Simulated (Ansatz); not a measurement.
**CdS: the order of phases at one pressure**

Which of rocksalt, CsCl, zincblende, wurtzite, NiAs has the lowest enthalpy for CdS at one common pressure? Methods of the runs shown: LAPW. Companion runs by PAW are cited.

Method: DFT, PBE, all-electron LAPW, scalar-relativistic, in Ansatz 0.2.0.

## (1) The starting structure

Symmetry: Fm-3m, No. 225, cubic system. Conventional cell: a = 5.495 Å, b = 5.495 Å, c = 5.495 Å, α = 90.00°, β = 90.00°, γ = 90.00°. Around Cd (site symmetry m-3m) lie 6 S at 2.75 Å. Around S (site symmetry m-3m) lie 6 Cd at 2.75 Å.

Structure file:

```cif
data_structure
_symmetry_space_group_name_H-M 'Fm-3m'
_symmetry_Int_Tables_number 225
_cell_length_a 5.4948
_cell_length_b 5.4948
_cell_length_c 5.4948
_cell_angle_alpha 90.000
_cell_angle_beta 90.000
_cell_angle_gamma 90.000
_cell_volume 165.91
loop_
_atom_site_label
_atom_site_type_symbol
_atom_site_symmetry_multiplicity
_atom_site_Wyckoff_symbol
_atom_site_fract_x
_atom_site_fract_y
_atom_site_fract_z
_atom_site_occupancy
Cd1 Cd 4 a 0.00000 0.00000 0.00000 1
S1 S 4 b 0.50000 0.00000 0.00000 1
```

The file gives the conventional cell by its symmetry; the runs use the cell typed in the input.

Atoms are numbered in the order of the input: Cd1, S2.

## (2) Rocksalt relaxed under pressure, LAPW

input.yaml reads:

```yaml
crystal:
  lattice:
    - [0.0, 2.7474169604, 2.7474169604]
    - [2.7474169604, 0.0, 2.7474169604]
    - [2.7474169604, 2.7474169604, 0.0]
  atoms:
    - { symbol: Cd, position: [0.0, 0.0, 0.0] }
    - { symbol: S, position: [0.5, 0.5, 0.5] }
kpoints:
  mp_grid: { grid: [13, 13, 13] }
scf:
  occupations: { method: fermi_dirac, width: 0.1 }
hamiltonian:
  xc: pbe
  pseudopotentials: { kind: all_electron, lapw: { basis_error: 0.0005 } }
output:
  forces: true
  stress: true
  eigenvalues: true
relax:
  f_tol: 0.005
  max_steps: 12
  cell: { p_target: 0.0098, stress_tol: 0.03 }
```

Command:

```sh
> ansatz run input.yaml --threads 1 --pin off --max-ram 3584MiB --backend cpu --events-out ev --progress --plain --runs-dir out
```

The runs that follow: CsCl relaxed under pressure, LAPW; Zincblende relaxed under pressure, LAPW; Wurtzite at the cell that PAW relaxed, LAPW; NiAs at the cell that PAW relaxed, LAPW.

Before running it: what results should come out? Wanted: pressure; lowest (for each run or level that gives them).

As calculated:

```
     quantity                                    value
     pressure                               0.0098 GPa
lowest (LAPW)  wurtzite, 1.2 meV/atom under zincblende
 lowest (PAW)  wurtzite, 1.2 meV/atom under zincblende
```

By LAPW the order is wurtzite < zincblende < rocksalt < NiAs < CsCl; the first two lie within 1.2 meV/atom, too close to call. By PAW the order is wurtzite < zincblende < rocksalt < NiAs < CsCl; the first two lie within 1.2 meV/atom, too close to call. The methods agree on the lowest phase. Only these structures were tried, with electrons smeared by 0.1 eV and without vibrations, so the true ground state may be another. The k meshes differ between phases and weren't tested, which can move differences by some meV.
